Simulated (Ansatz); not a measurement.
# KBr (Fm-3m): from strained cells to moduli

```
CELL_PARAMETERS angstrom
0.00000 3.27452 3.27452
3.27452 0.00000 3.27452
3.27452 3.27452 0.00000
ATOMIC_POSITIONS crystal
K 0.00000 0.00000 0.00000
Br 0.50000 0.50000 0.50000
```

The conventional cell has a = 6.549 Å, b = 6.549 Å, c = 6.549 Å, α = 90.00°, β = 90.00°, γ = 90.00°. K (atom 1) is surrounded by 6 Br at 3.27 Å. Around Br (atom 2) lie 6 K at 3.27 Å.

Unless marked otherwise, the numbers come from PBEsol, all-electron LAPW in Ansatz 0.2.0, scalar-relativistic. k mesh 6×6×6, fixed occupations, basis error target 1 meV/atom. The cell was relaxed by PAW under this functional.

The cell is cubic and carries a residual pressure of 0.01 GPa at this level. Each strain component that symmetry leaves independent is applied at ±0.005, the ions relax wherever a strain frees them, and the stress (tension positive, GPa) is read. Shears are engineering strains, γ = 2ε.

```csv
strain,size,σxx,σyy,σzz,σyz,σxz,σxy
xx,-0.005,-0.1977,-0.0312,-0.0312,0.0000,0.0000,0.0000
xx,+0.005,0.1699,0.0164,0.0164,0.0000,0.0000,0.0000
yz,-0.005,-0.0070,-0.0072,-0.0072,-0.0254,0.0000,0.0000
yz,+0.005,-0.0070,-0.0072,-0.0072,0.0254,0.0000,0.0000
```

A central difference gives one constant, for example C11 ≈ (0.1699 − (-0.1977))/(0.01) = 36.8 GPa; the program then imposes the crystal's symmetry on the whole matrix.

(1) What are the independent elastic constants?

(2) Do they meet the Born conditions?

(3) What moduli does a random aggregate of grains have?

(4) With the density of 2.814 g/cm³, how fast does sound travel, and what Debye temperature follows?

(5) How far do the constants move if PAW replaces LAPW in the same cell?

(6) What happens at 30 GPa (cell relaxed there)?

Answers

(1) C11 = 36.8, C12 = 4.8, C44 = 5.1 GPa.

(2) C11 − C12 = 32.0, C11 + 2C12 = 46.3 and C44 = 5.1 GPa must all be positive, so the crystal is elastically stable; that says nothing yet of its phonons.

(3) B = (C11 + 2C12)/3 = 15.4 GPa. G_V = (C11 − C12 + 3C44)/5 = 9.4 and G_R = 5(C11 − C12)C44/(4C44 + 3(C11 − C12)) = 7.0, so G_H = 8.2 GPa. Then E = 9BG/(3B + G) = 20.9 GPa, ν = (3B − 2G)/(6B + 2G) = 0.274 and B/G = 1.88, on the ductile side of Pugh's 1.75 (a rule of thumb, made for metals; it doesn't predict ductility here).

(4) 

```
direction  slow (m/s)  middle (m/s)  fast (m/s)
    [100]        1343          1343        3614
    [110]        1343          2384        3030
    [111]        2096          2096        2808
```

The mean of v⁻³ over directions and branches gives v_m = 1837 m/s and θ_D = (ħ/k_B) v_m (6π²n)^(1/3) = 167 K, n being atoms per volume. Young's modulus spans 14 to 36 GPa over directions, and the universal anisotropy index is 1.77.

(5) 

```csv
constant,LAPW (GPa),PAW (GPa),difference
C11,36.8,36.7,-0.1
C12,4.8,4.8,0.0
C44,5.1,5.0,-0.1
```

(6) The volume falls to 0.5903 of its value, and C11 = 325.9, C12 = 31.0, C44 = -13.3 GPa (slopes of the stress), in this structure whether or not another phase takes over. The matrix has a negative eigenvalue there, so the lattice is mechanically unstable at that pressure.

Caveats: the frozen-core PAW files of the compared runs were fitted under PBE, their cores solved anew for this functional.
